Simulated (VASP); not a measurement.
Wanted: the native input for a VASP 6.6.1 run.

| Property | Result |
| --- | --- |
| Task | density of states |
| Functional | PBE |
| Potentials or basis | VASP PAW PBE potentials, release 64 (Ca_sv, F) |
| Cutoff | 520 eV |
| k mesh | 10 × 10 × 10 |
| Occupations | fermi-dirac, width 0.03 eV |
| Spin | no spin polarisation |
| Dipole correction | no |
| k mesh for the DOS | 15 × 15 × 15 |
| Occupations for the DOS | tetrahedron |
| Further INCAR settings | ALGO = Normal; EDIFF = 1e-06 |

The system is CaF2.

```xyz
3
Lattice="0.0000 2.7313 2.7313 2.7313 0.0000 2.7313 2.7313 2.7313 0.0000" Properties=species:S:1:pos:R:3 pbc="T T T"
Ca    0.0000    0.0000    0.0000
F     1.3656    1.3656    1.3656
F     4.0969    4.0969    4.0969
```

One way to write it, as run:

POSCAR

```
CaF2
1.0
    0.0000000000      2.7312500000      2.7312500000
    2.7312500000      0.0000000000      2.7312500000
    2.7312500000      2.7312500000      0.0000000000
Ca F
1 2
Direct
    0.0000000000      0.0000000000      0.0000000000
    0.2500000000      0.2500000000      0.2500000000
    0.7500000000      0.7500000000      0.7500000000
```

INCAR.step1

```
SYSTEM = CaF2
ALGO = Normal
EDIFF = 1E-6
ENCUT = 520
GGA = PE
ISIF = 2
ISMEAR = -1
LASPH = .TRUE.
LCHARG = .TRUE.
LREAL = .FALSE.
LWAVE = .FALSE.
NBANDS = 19
NELM = 80
PREC = Accurate
SIGMA = 0.03
```

KPOINTS.step1

```
k-points
0
G
  10 10 10
  0 0 0
```

INCAR.step2

```
SYSTEM = CaF2
ALGO = Normal
EDIFF = 1E-6
ENCUT = 520
GGA = PE
ICHARG = 11
ISIF = 2
ISMEAR = -5
LASPH = .TRUE.
LCHARG = .FALSE.
LORBIT = 11
LREAL = .FALSE.
LWAVE = .FALSE.
NEDOS = 2001
NELM = 80
PREC = Accurate
SIGMA = 0.03
```

KPOINTS.step2

```
k-points
0
G
  15 15 15
  0 0 0
```

Potentials or basis: VASP PAW PBE potentials, release 64 (Ca_sv, F).

Run with:

```sh
$ cat potpaw_PBE.64/Ca_sv/POTCAR potpaw_PBE.64/F/POTCAR > POTCAR
$ cp INCAR.step1 INCAR
$ cp KPOINTS.step1 KPOINTS
$ mpirun -np 1 vasp_std > vasp.out
$ cp INCAR.step2 INCAR
$ cp KPOINTS.step2 KPOINTS
$ mpirun -np 1 vasp_std > vasp.out
```

It gave:

```yaml
Valence_electrons_inside_the_program's_atomic_spheres: Ca 8.11; F 6.12
```

Run time: 37 s on 1 thread of Intel(R) Xeon(R) 6975P-C (Granite Rapids), on a shared host, peak memory 0.21 GiB.
